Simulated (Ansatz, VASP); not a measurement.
# GaN: VASP beside Ansatz

```
CELL_PARAMETERS angstrom
3.21820 0.00000 0.00000
-1.60910 2.78704 0.00000
0.00000 0.00000 5.24285
ATOMIC_POSITIONS crystal
Ga 0.33333 0.66667 0.00015
Ga 0.66667 0.33333 0.50015
N 0.33333 0.66667 0.37685
N 0.66667 0.33333 0.87685
```

Alike in both runs: functional PBE; k mesh 8 × 8 × 5; no spin polarisation.

Ansatz relaxed the structure, and its values are those at the end. VASP's run is a single point on that final structure, the one shown.

|  | VASP | Ansatz |
| --- | --- | --- |
| version | VASP 6.6.1 | Ansatz 0.2.0 |
| potentials or method | VASP PAW PBE potentials, release 64 (Ga_d, N) | scalar-relativistic, plane waves, PAW |
| plane-wave cutoff (eV) | 520 | 520 |
| occupations | gaussian, width 0.01 eV | fixed |
| valence electrons in the cell | 36 | 36 |

```tsv
	VASP	Ansatz	Ansatz less VASP
gap on the k mesh at the Fermi level (eV)	1.72	1.71	-0.004
least direct gap on the mesh (eV)	1.72	1.71	-0.004
pressure (GPa)	0.2	0.0	-0.15
```
